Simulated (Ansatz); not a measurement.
SrVO3 in Ansatz: the effect of target pressure

SrVO3:

```
CELL_PARAMETERS angstrom
3.84090 0.00000 0.00000
0.00000 3.84090 0.00000
0.00000 0.00000 3.84090
ATOMIC_POSITIONS crystal
Sr 0.50000 0.50000 0.50000
V 0.00000 0.00000 0.00000
O 0.00000 0.00000 0.50000
O 0.00000 0.50000 0.00000
O 0.50000 0.00000 0.00000
```

Alike in all runs:

* Program: Ansatz 0.2.0
* Task: relaxation of cell and atoms
* Functional: PBEsol
* Potentials or basis: Ansatz PAW
* Cutoff: 420 eV (not typed: the program's choice for these potentials)
* k mesh: 7 × 7 × 7
* Occupations: fermi-dirac, width 0.05 eV
* Spin: collinear spin, ferromagnetic start
* Starting moments: [0.0, 2.0, 0.0, 0.0, 0.0] μB

Each run relaxes the cell or the atoms first.

Problem. One run gave: relaxed volume 10.17 Å³/atom. Which target pressure did it use?
A. 10 GPa
B. 5 GPa
C. 30 GPa
D. 20 GPa
E. 2 GPa

Solution. D.

```tsv
target pressure	relaxed volume (Å³/atom)
0 GPa	11.05
2 GPa	10.94
5 GPa	10.79
10 GPa	10.56
20 GPa	10.17
30 GPa	9.84
```

Caveats: the plane-wave basis is chosen anew once the cell has moved, so the energies of steps on either side of that aren't comparable; the PAW data sets come from PBE, with cores solved anew for the run's functional, which leaves a small shift of forces and pressure; the starting moments weren't kept.
